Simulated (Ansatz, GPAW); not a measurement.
Given: the input of a run of Ansatz 0.2.0 on CsH. The cell comes from a database or a generator and needn't be the stable form of this composition.

File input.yaml:

```yaml
crystal:
  lattice:
    - [3.81840854, 0.0, 0.0]
    - [0.0, 3.81840854, 0.0]
    - [0.0, 0.0, 3.81840854]
  atoms:
    - { symbol: Cs, position: [0.0, 0.0, 0.0] }
    - { symbol: H, position: [0.5, 0.5, 0.5] }
kpoints:
  mp_grid: { grid: [7, 7, 7] }
scf:
  occupations: { method: gaussian, width: 0.02 }
hamiltonian:
  xc: lda
  pseudopotentials: { kind: all_electron, lapw: { basis_error: 0.001 } }
output:
  forces: true
  stress: true
  eigenvalues: true
```

Potentials or basis: all-electron LAPW, scalar-relativistic.

Command:

```sh
$ ansatz run input.yaml --threads 1 --pin off --max-ram 3072MiB --backend cpu --events-out ev --progress --plain --runs-dir out
```

**Question.** Set up the same calculation for GPAW 26.7.0 (ASE script). Potentials or basis there: the program's PAW data sets (release 1.2.1) made for this functional, cutoff 600 eV.

**Answer.** As run (cutoffs and basis follow the program's own potentials, and thresholds, step limits or extra output files can differ):

File run.py:

```python
from ase import Atoms
from ase.dft.bandgap import bandgap
from ase.io import write
from ase.units import GPa
from gpaw import GPAW, PW

atoms = Atoms(['Cs', 'H'],
              cell=[[3.81840854, 0.0, 0.0],
                    [0.0, 3.81840854, 0.0],
                    [0.0, 0.0, 3.81840854]],
              scaled_positions=[[0.0, 0.0, 0.0],
                                [0.5, 0.5, 0.5]],
              pbc=True)

calc = GPAW(mode=PW(600),
            xc='LDA',
            kpts={'size': (7, 7, 7), 'gamma': True},
            occupations={'name': 'methfessel-paxton', 'order': 0, 'width': 0.02},
            nbands=13,
            convergence={'density': 1e-05, 'energy': 1e-05},
            maxiter=150,
            txt='gpaw.txt')
atoms.calc = calc
energy = atoms.get_potential_energy()
forces = atoms.get_forces()
stress = atoms.get_stress()
calc.write('gs.gpw')
write('result.traj', atoms)
print(f'Energy: {energy:.6f} eV')
print('Forces (eV/A):')
print(forces.round(4))
print('Stress (GPa):', (stress / GPa).round(3))
print('Fermi level:', round(calc.get_fermi_level(), 4), 'eV')
print(f'Gap: {bandgap(calc)[0]:.4f} eV, direct: {bandgap(calc, direct=True)[0]:.4f} eV')
```

Potentials or basis: the program's PAW data sets (release 1.2.1) made for this functional, pw.

Command:

```console
$ OMP_NUM_THREADS=1 python run.py
```

Both were run:

|  | Ansatz | GPAW |
| --- | --- | --- |
| Pressure | -1.9 GPa | -1.9 GPa |

Where Ansatz's input types no cutoff or centring, it takes its own default and a Γ-centred mesh.

The two programs' LDA may be different fits to the electron gas.

Pressure is positive in compression.
